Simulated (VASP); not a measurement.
# P (P2/m) in VASP: notebook, part 2 of 2

VASP 6.6.1. The steps go on from the part before.

## (5) Single point, PBE

The input, INCAR:

```
PREC = Accurate
ENCUT = 650
EDIFF = 1E-6
ISMEAR = 0
SIGMA = 0.1
LREAL = False
LASPH = True
NELM = 100
ALGO = Normal
ISIF = 2
LWAVE = False
LCHARG = False
GGA = PE
ADDGRID = False
```

The input, KPOINTS:

```
regular mesh
0
Gamma
  23 23 12
```

The input, POSCAR:

```
P
1.0
    2.4246941115      0.0000000000      0.0000000000
    0.0000000000      2.4385351442      0.0000000000
   -0.0203144631      0.0000000000      4.8524328982
P
2
Direct
   -0.0009640000     -0.0137570000      0.7520410000
    1.0088450000      0.0001830000      0.2407300000
```

Potentials or basis: VASP PAW PBE potentials, release 64 (P).

On the command line:

```
> cat potpaw_PBE.64/P/POTCAR > POTCAR
> mpirun -np 1 vasp_std > vasp.out
```

OUTCAR:

```text
PREC = Accurate
   ENCUT = 650
   EDIFF = 1E-6
   ISMEAR = 0
   LREAL = False
   LASPH = True
   NELM = 100
   ISIF = 2
   GGA = PE

 Found   3175 irreducible k-points:

 Following reciprocal coordinates:
            Coordinates               Weight
  0.000000  0.000000  0.000000      1.000000
  0.043478  0.000000 -0.000000      2.000000
  0.086957  0.000000 -0.000000      2.000000
  0.130435  0.000000 -0.000000      2.000000
  0.173913  0.000000 -0.000000      2.000000
[... 150 lines left out ...]

  FORCE on cell =-STRESS in cart. coord.  units (eV):
  Direction    XX          YY          ZZ          XY          YZ          ZX
  --------------------------------------------------------------------------------------
  -------------------------------------------------------------------------------------
  Total        0.5198419      0.2499994      0.4161672     -0.0067147     -0.0128609      0.0361393
  in kB       29.0292851     13.9605973     23.2398256     -0.3749640     -0.7181849      2.0181107
  external PRESSURE =      22.0765693 kB  Pullay stress =       0.0000000 kB

 VOLUME and BASIS-vectors are now :
 -----------------------------------------------------------------------------
  energy-cutoff  :      650.00
  volume of cell :       28.69
      direct lattice vectors                 reciprocal lattice vectors
     2.424694112  0.000000000  0.000000000     0.412423157  0.000000000  0.001726589
     0.000000000  2.438535144  0.000000000     0.000000000  0.410082259  0.000000000
    -0.020314463  0.000000000  4.852432898     0.000000000  0.000000000  0.206082190

 POSITION                                       TOTAL-FORCE (eV/Angst)
 -----------------------------------------------------------------------------------
      2.40708      2.40499      3.64923         0.041149      0.059802     -0.083593
      0.01656      0.00045      1.16813        -0.041149     -0.059802      0.083593
 -----------------------------------------------------------------------------------
    total drift:                                0.000001      0.000001      0.000004

  FREE ENERGIE OF THE ION-ELECTRON SYSTEM (eV)
  ---------------------------------------------------
  free  energy   TOTEN  =       -10.5358798945 eV

  energy  without entropy=      -10.5325107932  energy(sigma->0) =      -10.53419534
```

OSZICAR:

```text
N       E                     dE             d eps       ncg     rms          rms(c)
DAV:   1     0.231727686007E+02    0.23173E+02   -0.52975E+03 57174   0.116E+03
DAV:   2    -0.960556741046E+01   -0.32778E+02   -0.31592E+02 85356   0.129E+02
DAV:   3    -0.105268571103E+02   -0.92129E+00   -0.90549E+00 75426   0.236E+01
DAV:   4    -0.105329727442E+02   -0.61156E-02   -0.61078E-02 82063   0.186E+00
DAV:   5    -0.105329977452E+02   -0.25001E-04   -0.24997E-04 74991   0.915E-02    0.673E+00
DAV:   6    -0.105337287451E+02   -0.73100E-03   -0.47051E-03 72305   0.535E-01    0.402E+00
DAV:   7    -0.105356680863E+02   -0.19393E-02   -0.50118E-03 62250   0.768E-01    0.155E-01
DAV:   8    -0.105357800731E+02   -0.11199E-03   -0.37864E-04 71043   0.154E-01    0.779E-02
DAV:   9    -0.105358767383E+02   -0.96665E-04   -0.98150E-05 61989   0.975E-02    0.267E-02
DAV:  10    -0.105358796430E+02   -0.29046E-05   -0.24918E-06 81870   0.148E-02    0.809E-03
DAV:  11    -0.105358798945E+02   -0.25156E-06   -0.64661E-07 48104   0.723E-03
   1 F= -.10535880E+02 E0= -.10534195E+02  d E =-.336910E-02
```

Run time: 11 min. Hardware: 1 thread of Intel Xeon Platinum 8259CL at 2.50GHz (Skylake/Cascade Lake), shared host; peak memory 0.95 GiB.

These settings aren't checked as converged: the numbers below hold their error.

Results:

```yaml
Free_energy: -10.5359 eV
Pressure: 2.2 GPa
Largest_force: 0.111 eV/Å
Band_gap_on_the_k_mesh: none (metal or under the smearing width)
```

## (6) Single point, PBE

INCAR: that of step 5 with these lines changed.

```diff
@@ -1,3 +1,3 @@
 PREC = Accurate
-ENCUT = 650
+ENCUT = 900
 EDIFF = 1E-6
```

The input, KPOINTS:

```
regular mesh
0
Gamma
  20 20 10
```

The input, POSCAR:

```
P
1.0
    2.4246941115      0.0000000000      0.0000000000
    0.0000000000      2.4385351442      0.0000000000
   -0.0203144631      0.0000000000      4.8524328982
P
2
Direct
    0.0000000300      0.0000000000      0.7494253600
    0.9999999700      0.0000000000      0.2505746400
```

Potentials or basis: VASP PAW PBE potentials, release 64 (P).

On the command line:

```
> cat potpaw_PBE.64/P/POTCAR > POTCAR
> mpirun -np 1 vasp_std > vasp.out
```

OUTCAR:

```text
PREC = Accurate
   ENCUT = 900
   EDIFF = 1E-6
   ISMEAR = 0
   LREAL = False
   LASPH = True
   NELM = 100
   ISIF = 2
   GGA = PE

 Found   1122 irreducible k-points:

 Following reciprocal coordinates:
            Coordinates               Weight
  0.000000  0.000000  0.000000      1.000000
  0.050000  0.000000 -0.000000      2.000000
  0.100000  0.000000 -0.000000      2.000000
  0.150000  0.000000 -0.000000      2.000000
  0.200000  0.000000 -0.000000      2.000000
  0.250000  0.000000 -0.000000      2.000000
   k-points           NKPTS =   1122   k-points in BZ     NKDIM =   1122   number of bands    NBANDS=      9
   number of dos      NEDOS =    301   number of ions     NIONS =      2
   total plane-waves  NPLWV =  27648
   dimension x,y,z NGX =    24 NGY =   24 NGZ =   48
   dimension x,y,z NGXF=    48 NGYF=   48 NGZF=   96
   ions per type =               2
   NGX,Y,Z   is equivalent  to a cutoff of  16.46, 16.36, 16.44 a.u.
   NGXF,Y,Z  is equivalent  to a cutoff of  32.91, 32.72, 32.89 a.u.
 SYSTEM =  unknown system
   PREC   = accura    normal or accurate (medium, high low for compatibility)
   ISTART =      0    job   : 0-new  1-cont  2-samecut
   ICHARG =      2    charge: 1-file 2-atom 10-const
   ISPIN  =      1    spin polarized calculation?
   LNONCOLLINEAR =      F non collinear calculations
   LSORBIT =      F    spin-orbit coupling
[... 64 lines left out ...]
      4      14.8059      0.00000
      5      15.0138      0.00000
      6      15.0550      0.00000
      7      16.6062      0.00000
      8      16.6728      0.00000
      9      17.7136      0.00000
[... 49 lines left out ...]
 k-point     6 :       0.2500    0.0000   -0.0000
  band No.  band energies     occupation
      1      -5.3666      2.00000
      2      -0.9249      2.00000
      3       2.3305      2.00000
      4       6.7698      2.00000
      5      10.4006      0.00000
      6      15.9063      0.00000
      7      15.9093      0.00000
      8      16.1188      0.00000
      9      17.6990      0.00000

 [... further k-points ...]

------------------------ aborting loop because EDIFF is reached ----------------------------------------

  FORCE on cell =-STRESS in cart. coord.  units (eV):
  Direction    XX          YY          ZZ          XY          YZ          ZX
  --------------------------------------------------------------------------------------
  -------------------------------------------------------------------------------------
  Total        0.4541787      0.3216625      0.4403002      0.0000000      0.0000000      0.0323404
  in kB       25.3624854     17.9624464     24.5874760      0.0000000      0.0000000      1.8059722
  external PRESSURE =      22.6374693 kB  Pullay stress =       0.0000000 kB

 VOLUME and BASIS-vectors are now :
 -----------------------------------------------------------------------------
  energy-cutoff  :      900.00
  volume of cell :       28.69
      direct lattice vectors                 reciprocal lattice vectors
     2.424694112  0.000000000  0.000000000     0.412423157  0.000000000  0.001726589
     0.000000000  2.438535144  0.000000000     0.000000000  0.410082259  0.000000000
    -0.020314463  0.000000000  4.852432898     0.000000000  0.000000000  0.206082190

 POSITION                                       TOTAL-FORCE (eV/Angst)
 -----------------------------------------------------------------------------------
     -0.01522      0.00000      3.63654         0.000099      0.000000      0.009032
      2.41960      0.00000      1.21590        -0.000099      0.000000     -0.009032
 -----------------------------------------------------------------------------------
    total drift:                               -0.000000      0.000000     -0.000000

  FREE ENERGIE OF THE ION-ELECTRON SYSTEM (eV)
  ---------------------------------------------------
  free  energy   TOTEN  =       -10.5393360578 eV

  energy  without entropy=      -10.5351526585  energy(sigma->0) =      -10.53724436
```

OSZICAR:

```text
N       E                     dE             d eps       ncg     rms          rms(c)
DAV:   1     0.298748467197E+02    0.29875E+02   -0.64327E+03 20196   0.151E+03
DAV:   2    -0.935922278404E+01   -0.39234E+02   -0.37837E+02 29609   0.146E+02
DAV:   3    -0.105262921024E+02   -0.11671E+01   -0.11373E+01 27017   0.273E+01
DAV:   4    -0.105348641626E+02   -0.85721E-02   -0.85434E-02 29088   0.216E+00
DAV:   5    -0.105349038013E+02   -0.39639E-04   -0.39632E-04 26783   0.111E-01    0.672E+00
DAV:   6    -0.105370031271E+02   -0.20993E-02   -0.10723E-03 27509   0.391E-01    0.398E+00
DAV:   7    -0.105391118322E+02   -0.21087E-02   -0.29533E-03 22189   0.644E-01    0.113E-01
DAV:   8    -0.105393104236E+02   -0.19859E-03   -0.13280E-04 26104   0.113E-01    0.274E-02
DAV:   9    -0.105393354921E+02   -0.25068E-04   -0.23643E-05 23065   0.474E-02    0.369E-03
DAV:  10    -0.105393360578E+02   -0.56571E-06   -0.49340E-07 20447   0.652E-03
   1 F= -.10539336E+02 E0= -.10537244E+02  d E =-.418340E-02
```

stdout:

```text
POSCAR found type information on POSCAR P
 POSCAR found :  1 types and       2 ions
 scaLAPACK will be used
 LDA part: xc-table for (Slater+PW92), standard interpolation
 POSCAR, INCAR and KPOINTS ok, starting setup
 FFT: planning ... GRIDC
 FFT: planning ... GRID_SOFT
 FFT: planning ... GRID
 WAVECAR not read
 entering main loop
```

It took 3.7 min on 1 thread of Intel Xeon Platinum 8259CL at 2.50GHz (Skylake/Cascade Lake), shared host; peak memory 0.61 GiB.

These settings aren't checked as converged: the numbers below hold their error.

Results:

```yaml
Free_energy: -10.5393 eV
Pressure: 2.3 GPa
Largest_force: 0.009 eV/Å
Band_gap_on_the_k_mesh: none (metal or under the smearing width)
```

## (7) For comparison

An earlier run on the cell as given: functional PBE; potentials or basis VASP PAW PBE potentials, release 64 (P); cutoff 520 eV; k mesh 11 × 11 × 6; occupations fermi-dirac, width 0.05 eV; no spin polarisation.

* Pressure: 1.9 GPa
* Largest force: 0.005 eV/Å
* Band gap on the k mesh: none (metal or under the smearing width)
